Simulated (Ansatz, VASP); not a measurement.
# AlN: VASP beside Ansatz

```xyz
2
Lattice="0.0000 1.8894 1.8894 1.8894 0.0000 1.8894 1.8894 1.8894 0.0000" Properties=species:S:1:pos:R:3 pbc="T T T"
Al    0.0000    0.0000    0.0000
N     1.8894    1.8894    1.8894
```

Change from the starting cell: volume scaled by 0.8, PAW files.

Alike in both runs: task single point; functional PBE; k mesh 17 × 17 × 17; occupations fermi-dirac, width 0.05 eV; no spin polarisation.

|  | VASP | Ansatz |
| --- | --- | --- |
| version | VASP 6.6.1 | Ansatz 0.2.0 |
| potentials or method | VASP PAW PBE potentials, release 64 (Al, N) | PAW with Ansatz's default frozen-core files, scalar-relativistic |
| plane-wave cutoff (eV) | 520 | 420 |
| valence electrons in the cell | 8 | 8 |

VASP gave:

```
gap on the k mesh at the Fermi level (eV) : 4.90
pressure (GPa)                            : 86.9
```

**Question.** Which values does Ansatz return?

**Answer.** gap on the k mesh at the Fermi level (eV): 4.89; pressure (GPa): 87.0.

Caveats: the cell as given lies far from equilibrium; so large a pressure means that the cell lies far from this level's equilibrium, or that cutoff or potentials fall short (VASP); an odd mesh through Γ misses points on the zone boundary, where band edges often lie.
